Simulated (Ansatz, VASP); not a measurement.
AlCu in VASP and in Ansatz

```
Al Cu
1.0
     2.99751    0.00000    0.00000
     0.00000    2.99751    0.00000
     0.00000    0.00000    2.99751
Al Cu
1 1
Direct
  0.00000 0.00000 0.00000
  0.50000 0.50000 0.50000
```

The cell comes from a database or a generator and needn't be the stable form of this composition.

Alike in both runs: task single point; functional LDA; k mesh 6 × 6 × 6; occupations gaussian, width 0.1 eV; no spin polarisation.

|  | VASP | Ansatz |
| --- | --- | --- |
| version | VASP 6.6.1 | Ansatz 0.2.0 |
| potentials or method | VASP PAW LDA potentials, release 64 (Al, Cu) | scalar-relativistic, plane waves, PAW |
| plane-wave cutoff (eV) | 520 | 420 |
| valence electrons in the cell | 14 | 22 |

Ansatz gave:

| Property | Result |
| --- | --- |
| gap on the k mesh at the Fermi level (eV) | none |
| pressure (GPa) | -7.7 |

Question: What did VASP give for the same quantities?

Answer: gap on the k mesh at the Fermi level (eV): none; pressure (GPa): -6.5.

A gap of «none» marks a metal or a gap that the smearing closes. The two sets of potentials don't hold the same shells in valence.
